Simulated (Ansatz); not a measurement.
# ZnS: the cost of one run

Computed with Ansatz 0.2.0 (DFT PBE, scalar-relativistic, unless a step's input says otherwise).

## 1. The starting structure

Symmetry: P6_3mc, No. 186, hexagonal system. The conventional cell has a = 3.811 Å, b = 3.811 Å, c = 6.234 Å, α = 90.00°, β = 90.00°, γ = 120.00°. Zn (site symmetry 3m) is surrounded by 4 S at 2.31 to 2.40 Å. Around S (site symmetry 3m) lie 4 Zn at 2.31 to 2.40 Å.

As a file:

```
CELL_PARAMETERS angstrom
3.81100 0.00000 0.00000
-1.90550 3.30042 0.00000
0.00000 0.00000 6.23400
ATOMIC_POSITIONS crystal
Zn 0.33333 0.66667 0.00000
Zn 0.66667 0.33333 0.50000
S 0.33333 0.66667 0.38500
S 0.66667 0.33333 0.88500
```

Atoms are numbered in the order of the input: Zn1, Zn2, S3, S4.

## 2. After the deformation

Space group P6_3mc before, P6_3mc after.

## 3. Full-potential LAPW

input.yaml

```yaml
crystal:
  lattice:
    - [3.8109987816, 0.0, 0.0]
    - [-1.9054993908, 3.3004217586, 0.0]
    - [0.0, 0.0, 6.04698]
  atoms:
    - { symbol: Zn, position: [0.3333333333, 0.6666666667, 0.0] }
    - { symbol: Zn, position: [0.6666666667, 0.3333333333, 0.5] }
    - { symbol: S, position: [0.3333333333, 0.6666666667, 0.385] }
    - { symbol: S, position: [0.6666666667, 0.3333333333, 0.885] }
kpoints:
  mp_grid: { grid: [8, 8, 5] }
  band_path:
    path:
      - [0.0, 0.0, 0.0]
      - [0.5, 0.0, 0.0]
      - [0.3333333333, 0.3333333333, 0.0]
      - [0.0, 0.0, 0.0]
      - [0.0, 0.0, 0.5]
      - [0.5, 0.0, 0.5]
      - [0.3333333333, 0.3333333333, 0.5]
      - [0.0, 0.0, 0.5]
      - [0.5, 0.0, 0.5]
    npoints: 5
scf:
  occupations: { method: fermi_dirac, width: 0.03 }
hamiltonian:
  xc: pbe
  pseudopotentials: { kind: all_electron, lapw: { basis_error: 0.001 } }
output:
  forces: true
  stress: true
  eigenvalues: true
```

The run is started by

```sh
$ ansatz run input.yaml --threads 1 --pin off --max-ram 4096MiB --backend cpu --events-out ev --progress --plain --runs-dir out
```

**Question.** How long does this run take on 1 thread of AMD EPYC 7B13 (Zen 3), shared host, and how much memory does it need?

About 43 s, with a peak of 0.43 GiB.
